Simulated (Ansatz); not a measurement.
# ZnSe: the cost of one run

Program: Ansatz 0.2.0. Level of theory: DFT PBEsol, scalar-relativistic, plane waves, PAW. These are calculated values, not measurements.

4 further runs of the same task are left out: 4 set aside as unsound or not needed.

## (1) The system as given

It takes space group F-43m (No. 216, cubic). The conventional cell has a = 5.633 Å, b = 5.633 Å, c = 5.633 Å, α = 90.00°, β = 90.00°, γ = 90.00°. Zn (site symmetry -43m) is surrounded by 4 Se at 2.44 Å. Se (site symmetry -43m) has 4 Zn at 2.44 Å as nearest neighbours.

As a file:

```
Zn Se
1.0
     0.00000    2.81660    2.81660
     2.81660    0.00000    2.81660
     2.81660    2.81660    0.00000
Zn Se
1 1
Direct
  0.00000 0.00000 0.00000
  0.75000 0.75000 0.75000
```

This cell was relaxed beforehand with the same method: volume 22.34 Å³/atom, gap on the mesh 1.24 eV.

## (2) Relaxing at 50 GPa

What is minimised here is the enthalpy; the energy can go up as the cell is squeezed.

Contents of input.yaml:

```yaml
crystal:
  lattice:
    - [0.0, 2.8166002266, 2.8166002266]
    - [2.8166002266, 0.0, 2.8166002266]
    - [2.8166002266, 2.8166002266, 0.0]
  atoms:
    - { symbol: Zn, position: [0.0, 0.0, 0.0] }
    - { symbol: Se, position: [0.75, 0.75, 0.75] }
basis:
  ecutwfc: 420
kpoints:
  mp_grid: { grid: [8, 8, 8] }
hamiltonian:
  xc: pbesol
scf:
  occupations: { method: fixed }
output:
  forces: true
  stress: true
  eigenvalues: true
relax:
  adjacent_minimum: "off"
  f_tol: 0.001
  max_steps: 60
  cell: { stress_tol: 0.02, p_target: 50.0 }
```

Run with:

```bash
$ ansatz run input.yaml --threads 1 --pin off --max-ram 3072MiB --backend cpu --events-out ev --progress --plain --runs-dir out
```

**Question.** How long does this run take on 1 thread of Arm Neoverse V1, shared host, and how much memory does it need?

About 18 s, with a peak of 0.33 GiB.
